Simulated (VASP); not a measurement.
## AlP: single point with PBEsol

**Experimental background.**

A printed reference work, data compilation reports, for a bulk crystal of AlP at 4.2 K: band gap 2.505 eV (indirect).

The system is AlP.

```
CELL_PARAMETERS angstrom
2.75703 2.75703 0.00000
-2.75703 2.75703 0.00000
0.00000 2.75703 2.75703
ATOMIC_POSITIONS crystal
Al 0.00000 0.00000 0.00000
P 0.75000 0.25000 0.50000
```

```json
{
 "Program": "VASP 6.6.1",
 "Task": "single point",
 "Functional": "PBEsol",
 "Potentials or basis": "VASP PAW PBE potentials, release 64 (Al, P)",
 "Cutoff": "500 eV",
 "k mesh": "8 × 8 × 8",
 "Occupations": "gaussian, width 0.01 eV",
 "Spin": "no spin polarisation",
 "Dipole correction": "no",
 "Further INCAR settings": "ALGO = Normal; EDIFF = 1e-06; NBANDS = 11"
}
```

```json
{"Pressure": "-1.9 GPa", "Band gap on the k mesh": "1.49 eV, indirect (least direct gap 2.96 eV)"}
```

Levels at points of the mesh, in eV from the valence-band top:
```
           k point  band 1  band 2  band 3  band 4  band 5  band 6  band 7  band 8
(0.00, 0.00, 0.00)  -11.36    0.00    0.00    0.00    2.96    4.47    4.47    4.47
(0.50, 0.00, 0.00)   -9.73   -5.45   -0.75   -0.75    2.62    4.74    4.74    8.00
(0.50, 0.50, 0.00)   -9.09   -5.24   -2.06   -2.06    1.49    2.38   10.74   10.74
```

It took 8.8 s on 1 thread of Intel Xeon 6975P-C (shared host), peak memory 0.15 GiB.

Against the measured gap of AlP, 2.505 eV (indirect; 4.2 K; a printed reference work, data compilation), the calculated 1.49 eV is off by -1.01 eV. The value is that of PBEsol on a finite k mesh, which can miss the band edges, without temperature or zero-point motion. Semilocal functionals fall short of measured gaps as a rule.

Caveat: the PAW data sets were made with another functional, which shifts forces and pressure a little.
